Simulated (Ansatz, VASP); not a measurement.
# One calculation of GaAs, two programs

```xyz
2
Lattice="0.0000 2.8456 2.8456 2.8456 0.0000 2.8456 2.8456 2.8456 0.0000" Properties=species:S:1:pos:R:3 pbc="T T T"
As    4.2684    4.2684    4.2684
Ga    0.0000    0.0000    0.0000
```

Alike in both runs: task single point; functional PBE; k mesh 8 × 8 × 8; occupations fermi-dirac, width 0.05 eV; no spin polarisation.

```csv
,VASP,Ansatz
version,VASP 6.6.1,Ansatz 0.2.0
potentials or method,"VASP PAW PBE potentials, release 64 (As, Ga_d)",Ansatz PAW soft_1
plane-wave cutoff (eV),520,420
valence electrons in the cell,18,28
```

|  | VASP | Ansatz | Ansatz less VASP |
| --- | --- | --- | --- |
| gap on the k mesh at the Fermi level (eV) | 0.37 | 0.37 | -0.001 |
| least direct gap on the mesh (eV) | 0.37 | 0.37 | -0.001 |
| pressure (GPa) | 2.0 | 1.8 | -0.17 |

The two sets of potentials don't hold the same shells in valence.
